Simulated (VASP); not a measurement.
**InAs: relaxation of cell and atoms with PBE**

The system is InAs.

```
In As
1.0
     0.00000    3.09413    3.09413
     3.09413    0.00000    3.09413
     3.09413    3.09413    0.00000
In As
1 1
Direct
  0.00000 0.00000 0.00000
  0.25000 0.25000 0.25000
```

| Property | Result |
| --- | --- |
| Program | VASP 6.6.1 |
| Task | relaxation of cell and atoms |
| Functional | PBE |
| Potentials or basis | VASP PAW PBE potentials, release 64 (In_d, As) |
| Cutoff | 600 eV |
| k mesh | 10 × 10 × 10 |
| Occupations | gaussian, width 0.03 eV |
| Spin | no spin polarisation |
| Further INCAR settings | ALGO = Normal; EDIFF = 1e-07; IBRION = 2; EDIFFG = -0.005; NSW = 90; ISIF = 3 |

* Pressure after relaxing: 0.0 GPa
* Band gap on the k mesh: none (metal or under the smearing width)

Final structure:
```yaml
crystal:
  lattice:
    - [0.00000, 3.09413, 3.09413]
    - [3.09413, 0.00000, 3.09413]
    - [3.09413, 3.09413, 0.00000]
  atoms:
    - { symbol: In, position: [0.00000, 0.00000, 0.00000] }
    - { symbol: As, position: [0.25000, 0.25000, 0.25000] }
```

Levels at points of the mesh, in eV from the Fermi level:
```tsv
k point	band 6	band 7	band 8	band 9	band 10	band 11	band 12	band 13
(0.00, 0.00, 0.00)	-11.45	-0.56	-0.01	-0.01	-0.01	3.86	3.86	3.86
(0.50, 0.00, 0.00)	-10.18	-5.44	-0.90	-0.90	0.80	4.62	4.62	6.74
(0.50, 0.50, 0.00)	-9.71	-5.56	-2.11	-2.11	1.65	2.03	8.74	8.78
```

It took 76 s on 1 thread of Intel(R) Xeon(R) Platinum 8375C CPU @ 2.90GHz (Ice Lake), with other jobs on the host, peak memory 0.22 GiB.

Caveat: the relaxation stopped at its first step, so nothing moved; this crystal is a semiconductor, whose small gap the functional closes, so the metal is an error of the method.
